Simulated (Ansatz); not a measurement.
## Property card for AlAs

Level of theory: Ansatz, DFT PBE, scalar-relativistic, plane waves, PAW.

Plane waves to 420 eV, a k mesh through Γ of 8×8×8 on the computed 2-atom cell and Gaussian smearing (0.02 eV); no spin polarisation.

The structure is relaxed at this level of theory with its symmetry kept, and needn't be the ground state of this composition.

Space group F-43m (No. 216). a = 5.728 Å, b = 5.728 Å, c = 5.728 Å, α = 90.00°, β = 90.00°, γ = 90.00°
```csv
atom,site,symmetry,x,y,z
Al,4a,-43m,0.0000,0.0000,0.0000
As,4d,-43m,0.2500,0.2500,0.7500
```

Formation energy from the elements' standard states (uncorrected)?

-0.487 eV/atom.

Kohn–Sham band gap?

1.50 eV.

Orbital (Löwdin) character of the top 1 eV of the valence band?

As 4p 78 %, Al 3p 20 %.

Orbital (Löwdin) character of the lowest 1 eV of the conduction band?

Al 3p 48 %, Al 3s 16 %, As 4s 15 %, As 4p 11 %, unprojected 12 %.

Bader charge by site (e)?

Al (1 in the cell) 1.95, As (1 in the cell) -1.95.

It was relaxed from a cell as deposited in COD. Kohn–Sham gaps at this level usually fall short of measured ones. Löwdin shares on free-atom orbitals overweight diffuse shells in the empty bands.
